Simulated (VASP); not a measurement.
Output of a VASP run:

File OSZICAR:
```
       N       E                     dE             d eps       ncg     rms          rms(c)
DAV:   1     0.901529787948E+02    0.90153E+02   -0.60781E+03   765   0.104E+03
DAV:   2    -0.646659628176E+01   -0.96620E+02   -0.93089E+02   813   0.273E+02
DAV:   3    -0.115721636955E+02   -0.51056E+01   -0.50687E+01   848   0.687E+01
DAV:   4    -0.116550658232E+02   -0.82902E-01   -0.82849E-01   863   0.930E+00
DAV:   5    -0.116575833536E+02   -0.25175E-02   -0.25175E-02   846   0.148E+00    0.899E+00
DAV:   6    -0.101600697049E+02    0.14975E+01   -0.43336E+00  1092   0.347E+01    0.559E+00
DAV:   7    -0.101381458148E+02    0.21924E-01   -0.24184E-01   728   0.475E+00    0.261E+00
DAV:   8    -0.101211832660E+02    0.16963E-01   -0.39434E-02   778   0.208E+00    0.419E-01
DAV:   9    -0.101204955270E+02    0.68774E-03   -0.37661E-03  1097   0.121E+00    0.169E-01
DAV:  10    -0.101210276425E+02   -0.53212E-03   -0.12369E-03   793   0.330E-01    0.423E-02
DAV:  11    -0.101210692631E+02   -0.41621E-04   -0.74288E-05   908   0.132E-01    0.242E-02
DAV:  12    -0.101210684831E+02    0.78004E-06   -0.55485E-06   763   0.254E-02
   1 F= -.10121068E+02 E0= -.10119551E+02  d E =-.303569E-02
```

OUTCAR:
```
------------------------ aborting loop because EDIFF is reached ----------------------------------------
  FORCE on cell =-STRESS in cart. coord.  units (eV):
  Direction    XX          YY          ZZ          XY          YZ          ZX
  --------------------------------------------------------------------------------------
  Total       -4.1238027     -4.1238027     -4.1238027      0.0000000      0.0000000     -0.0000000
  in kB     -214.5183833   -214.5183833   -214.5183833      0.0000000      0.0000000     -0.0000000
  external PRESSURE =    -214.5183833 kB  Pullay stress =       0.0000000 kB
  volume of cell :       30.80
      direct lattice vectors                 reciprocal lattice vectors
     0.000000000  2.487929000  2.487929000    -0.200970365  0.200970365  0.200970365
     2.487929000  0.000000000  2.487929000     0.200970365 -0.200970365  0.200970365
     2.487929000  2.487929000  0.000000000     0.200970365  0.200970365 -0.200970365
 POSITION                                       TOTAL-FORCE (eV/Angst)
 -----------------------------------------------------------------------------------
      0.00000      0.00000      0.00000         0.000000      0.000000      0.000000
      1.24396      1.24396      1.24396        -0.000000     -0.000000     -0.000000
 -----------------------------------------------------------------------------------
    total drift:                                0.000004      0.000004      0.000002
  FREE ENERGIE OF THE ION-ELECTRON SYSTEM (eV)
  ---------------------------------------------------
  free  energy   TOTEN  =       -10.1210684831 eV

  energy  without entropy=      -10.1180327939  energy(sigma->0) =      -10.11955064
```
(Selected blocks of OUTCAR.)

### POSCAR
```
InN
1
    0.0000000000     2.4879290000     2.4879290000
    2.4879290000     0.0000000000     2.4879290000
    2.4879290000     2.4879290000     0.0000000000
In N
1 1
Direct
  0.0000000000   0.0000000000   0.0000000000
  0.2500000000   0.2500000000   0.2500000000
```

Task: Write an INCAR and KPOINTS that could have produced this output.

Result: This is not unique; one that fits is the input of the run itself, revPBE GGA, plane waves, VASP's PBE PAW potentials (set 64).

KPOINTS:
```
Automatic mesh
0
Gamma
6 6 6
0.5 0.5 0.5
```

### INCAR
```
ALGO=Normal
EDIFF=1E-6
ENCUT=240
GGA=RE
ISIF=2
ISMEAR=-1
LASPH=.TRUE.
LCHARG=.FALSE.
LMAXMIX=4
LREAL=.FALSE.
LWAVE=.FALSE.
NELM=100
PREC=Accurate
SIGMA=0.136
SYSTEM=InN
```

POTCAR, in this order: In_d N (PBE.64 set). Program: vasp_std.

At this cut-off the stress carries a Pulay error, which pulls relaxed volumes low.

The structure comes from a computed database's InN entry; how it stands against other phases isn't given here. The cell was not relaxed at this level. The run is one of a series of settings (ENCUT = 240, KPOINTS 6×6×6 Γ-centred mesh shifted by (0.5, 0.5, 0.5) against the base run), some of them coarse on purpose.
